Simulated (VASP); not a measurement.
A run of VASP 6.6.1:

INCAR

```
  PREC = Accurate
  ENCUT = 580
  EDIFF = 1E-7
  ISMEAR = 0
  SIGMA = 0.1
  LREAL = False
  LASPH = True
  NELM = 60
  ALGO = Normal
  ISIF = 3
  LWAVE = False
  LCHARG = False
  GGA = PS
  IBRION = 2
  NSW = 90
  EDIFFG = -0.005
```

KPOINTS

```
Automatic mesh
0
Gamma
  18 18 18
```

Contents of POSCAR:

```
Al
1.0
   -1.6070005800      1.6070005800      1.6070005800
    1.6070005800     -1.6070005800      1.6070005800
    1.6070005800      1.6070005800     -1.6070005800
Al
1
Direct
    0.0000000000      0.0000000000      0.0000000000
```

Potentials or basis: VASP PAW PBE potentials, release 64 (Al).

Command:

```console
$ cat potpaw_PBE.64/Al/POTCAR > POTCAR
$ mpirun -np 1 vasp_std > vasp.out
```

Hardware: 1 thread of Intel(R) Xeon(R) 6975P-C (Granite Rapids), on a shared host.

Q: Estimate the wall time of this run.

A: Wall time 4.9 s on 1 thread of Intel(R) Xeon(R) 6975P-C (Granite Rapids), with other jobs on the host, peak memory 0.14 GiB. Counts: scf iterations 11, k points 195, ion steps 1.
